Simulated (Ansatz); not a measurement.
# TePb: the cost of one run

Method: DFT PBEsol, scalar-relativistic, in Ansatz 0.2.0.

## (1) The structure to begin with

Symmetry: Fm-3m, No. 225, cubic system. Conventional cell: a = 6.454 Å, b = 6.454 Å, c = 6.454 Å, α = 90.00°, β = 90.00°, γ = 90.00°. Around Te (site symmetry m-3m) lie 6 Pb at 3.23 Å. Around Pb (site symmetry m-3m) lie 6 Te at 3.23 Å.

Structure file:

```
Te Pb
1.0
     0.00000    3.22700    3.22700
     3.22700    0.00000    3.22700
     3.22700    3.22700    0.00000
Te Pb
1 1
Direct
  0.50000 0.50000 0.50000
  0.00000 0.00000 0.00000
```

Atoms are numbered in the order of the input: Te1, Pb2.

## (2) Volume × 0.96, LAPW

File input.yaml:

```yaml
crystal:
  lattice:
    - [0.0, 3.1833865456, 3.1833865456]
    - [3.1833865456, 0.0, 3.1833865456]
    - [3.1833865456, 3.1833865456, 0.0]
  atoms:
    - { symbol: Te, position: [0.5, 0.5, 0.5] }
    - { symbol: Pb, position: [0.0, 0.0, 0.0] }
kpoints:
  mp_grid: { grid: [10, 10, 10] }
  band_path:
    path:
      - [0.0, 0.0, 0.0]
      - [0.5, 0.0, 0.5]
      - [0.625, 0.25, 0.625]
      - [0.375, 0.375, 0.75]
      - [0.0, 0.0, 0.0]
      - [0.5, 0.5, 0.5]
      - [0.5, 0.25, 0.75]
      - [0.5, 0.0, 0.5]
    npoints: 5
scf:
  occupations: { method: fermi_dirac, width: 0.03 }
hamiltonian:
  xc: pbesol
  pseudopotentials: { kind: all_electron, lapw: { basis_error: 0.0005 } }
output:
  forces: true
  stress: true
  eigenvalues: true
```

Run with:

```sh
ansatz run input.yaml --threads 1 --pin off --max-ram 3072MiB --backend cpu --events-out ev --progress --plain --runs-dir out
```

What time and memory should one allow on 1 thread of Arm Neoverse V1, shared host?

About 24 s, with a peak of 0.39 GiB.
